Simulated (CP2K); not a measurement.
Runs of CP2K 2026.2 on BN. It takes space group P6_3/mmc (No. 194, hexagonal). Conventional cell: a = 2.498 Å, b = 2.498 Å, c = 6.636 Å, α = 90.00°, β = 90.00°, γ = 120.00°. N (site symmetry -6m2) is surrounded by 3 B at 1.44 Å. B (site symmetry -6m2) is surrounded by 3 N at 1.44 Å. 

```tsv
task	level	potentials or basis	cell	k mesh	smearing	EPS_DEFAULT	k points reduced by the point group	NGRIDS	points a segment of the path (NPOINTS)	bands added on the path	gap on the mesh (eV)	pressure (GPa)
band structure	TB-mBJ	POTENTIAL_UZH N GTH-PBE-q5, B GTH-PBE-q3; TZVP-MOLOPT-PBE-GTH basis	as given	12 × 12 × 4	fermi-dirac 0.1 eV	1.0E-9	yes	4	8	4	5.02	-
relaxation of cell and atoms	PBEsol	POTENTIAL_UZH N GTH-PBE-q5, B GTH-PBE-q3; TZVP-MOLOPT-PBE-GTH basis	relaxed	9 × 9 × 3	fermi-dirac 0.1 eV	1.0E-9	-	5	-	-	(b)	0.0
band structure	LDA	GTH_POTENTIALS N GTH-PADE-q5, B GTH-PADE-q3; TZVP-MOLOPT-PBE-GTH basis	as given	12 × 12 × 4	fermi-dirac 0.05 eV	1.0E-9	yes	4	6	4	4.10	-3.1
band structure	PBEsol	POTENTIAL_UZH N GTH-PBE-q5, B GTH-PBE-q3; TZVP-MOLOPT-PBE-GTH basis	as given	12 × 12 × 4	fermi-dirac 0.0259 eV	1.0E-10	yes	4	8	2	4.17	4.2
band structure	PBE	POTENTIAL_UZH N GTH-PBE-q5, B GTH-PBE-q3; TZVP-MOLOPT-PBE-GTH basis	as given	12 × 12 × 4	fermi-dirac 0.01 eV	1.0E-9	yes	5	6	6	(a)	5.2
```

Alike in all rows: no spin polarisation.

Task: Fill in the values left out.

Result: (a) 4.30; (b) 4.35.

Caveats: the basis of atomic orbitals isn't converged, which shifts pressures, moduli and gaps; the potentials were made for another functional, which shifts forces and pressure (some runs); this functional lacks dispersion, which binds the layers, so the pressure and a relaxed spacing across them are unreliable (some runs); this is a model potential without an energy functional, so only levels have meaning (some runs); the printed path begins after the first move (some runs); more than 0.5 GPa of stress was left at the end, so the final cell isn't listed (some runs); an odd mesh through Γ misses points on the zone boundary, where band edges often lie (some runs).

Not every run made on this cell is shown here.
